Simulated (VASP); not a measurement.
# SiC (Moissanite 3C): relaxation of the atoms with PBE

SiC (Moissanite 3C):

```xyz
2
Lattice="0.0000 2.1872 2.1872 2.1872 0.0000 2.1872 2.1872 2.1872 0.0000" Properties=species:S:1:pos:R:3 pbc="T T T"
Si    0.0000    0.0000    0.0000
C     1.0936    1.0936    1.0936
```

```
Program                : VASP 6.6.1
Task                   : relaxation of the atoms
Functional             : PBE
Potentials or basis    : VASP PAW PBE potentials, release 64 (Si, C_s)
Cutoff                 : 300 eV
k mesh                 : 5 × 5 × 5
Occupations            : gaussian, width 0.03 eV
Spin                   : no spin polarisation
Further INCAR settings : ALGO = Fast; EDIFF = 1e-07; IBRION = 2; EDIFFG = -0.01; NSW = 40
```

```
Band gap on the k mesh : 1.83 eV, indirect (least direct gap 4.79 eV)
```

Final structure:
```
Si C
1.0
     0.00000    2.18716    2.18716
     2.18716    0.00000    2.18716
     2.18716    2.18716    0.00000
Si C
1 1
Cartesian
  0.0000 0.0000 0.0000
  1.0936 1.0936 1.0936
```

Levels at points of the mesh, in eV from the valence-band top:
```tsv
k point	band 1	band 2	band 3	band 4	band 5	band 6	band 7	band 8
(0.00, 0.00, 0.00)	-15.33	0.00	0.00	0.00	6.10	7.22	7.22	7.22
```

Run time: 1.6 s on 1 thread of Intel(R) Xeon(R) 6975P-C (Granite Rapids), with other jobs on the host, peak memory 0.11 GiB.

Caveat: the k mesh is coarse (spacing up to 0.50 Å⁻¹), so the values aren't converged; the relaxation stopped at its first step, so nothing moved; an odd mesh through Γ misses points on the zone boundary, where band edges often lie.
